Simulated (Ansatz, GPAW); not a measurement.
This is a calculation of Rh (Rhodium) for Ansatz 0.2.0. 

input.yaml

```yaml
crystal:
  lattice:
    - [0.0, 1.89785, 1.89785]
    - [1.89785, 0.0, 1.89785]
    - [1.89785, 1.89785, 0.0]
  atoms:
    - { symbol: Rh, position: [0.0, 0.0, 0.0] }
hamiltonian:
  xc: pbe
  pseudopotentials: { kind: paw }
kpoints:
  mp_grid: { grid: [12, 12, 12] }
scf:
  occupations: { method: gaussian, width: 0.014 }
output:
  forces: true
  stress: true
  eigenvalues: true
```

Potentials or basis: Ansatz PAW.

Launch:

```bash
$ ansatz run input.yaml --threads 2 --pin off --max-ram 5632MiB --backend cpu --events-out ev --progress --plain --runs-dir out
```

Task: What does the same run look like in GPAW 26.7.0 (ASE script)? Potentials or basis there: GPAW PAW data sets (gpaw-data 1.2.1), cutoff 600 eV.

Result: As run (cutoffs and basis follow the program's own potentials, and thresholds, step limits or extra output files can differ):

File run.py:

```python
from ase.dft.bandgap import bandgap
from ase.io import read, write
from ase.units import Bohr, GPa
from gpaw import GPAW, PW
from gpaw.elf import elf_from_dft_calculation

atoms = read('POSCAR')

calc = GPAW(mode=PW(600),
            xc='PBE',
            kpts={'size': (12, 12, 12), 'gamma': True},
            occupations={'name': 'methfessel-paxton', 'order': 0, 'width': 0.014},
            nbands=16,
            convergence={'density': 1e-05, 'energy': 1e-05},
            maxiter=150,
            txt='gpaw.txt')
atoms.calc = calc
energy = atoms.get_potential_energy()
forces = atoms.get_forces()
stress = atoms.get_stress()
calc.write('gs.gpw')
write('result.traj', atoms)
print(f'Energy: {energy:.6f} eV')
print('Forces (eV/A):')
print(forces.round(4))
print('Stress (GPa):', (stress / GPa).round(3))
print('Fermi level:', round(calc.get_fermi_level(), 4), 'eV')
print(f'Gap: {bandgap(calc)[0]:.4f} eV, direct: {bandgap(calc, direct=True)[0]:.4f} eV')

# fields on the real-space grid
write('density.cube', atoms, data=calc.get_pseudo_density() * Bohr**3)
write('potential.cube', atoms, data=calc.get_electrostatic_potential())
write('elf.cube', atoms, data=elf_from_dft_calculation(calc).data)
```

Contents of POSCAR:

```
Rh
1.0
    0.0000000000      1.8978500000      1.8978500000
    1.8978500000      0.0000000000      1.8978500000
    1.8978500000      1.8978500000      0.0000000000
Rh
1
Direct
    0.0000000000      0.0000000000      0.0000000000
```

Potentials or basis: GPAW PAW data sets (gpaw-data 1.2.1), pw.

Command:

```sh
$ OMP_NUM_THREADS=1 python run.py
```

Both were run:

|  | Ansatz | GPAW |
| --- | --- | --- |
| Pressure | 7.2 GPa | 9.2 GPa |

Ansatz's pressure holds a Pulay term of +0.12 GPa for its cutoff of 420 eV, which the other run lacks.

The potentials hold 17 and 15 valence electrons a cell.

Where Ansatz's input types no cutoff or centring, it takes its own default and a Γ-centred mesh.

The two runs disagree by more than potentials and bases usually give (in gap, levels, pressure or energy); the cause wasn't traced.

Pressure is positive in compression.
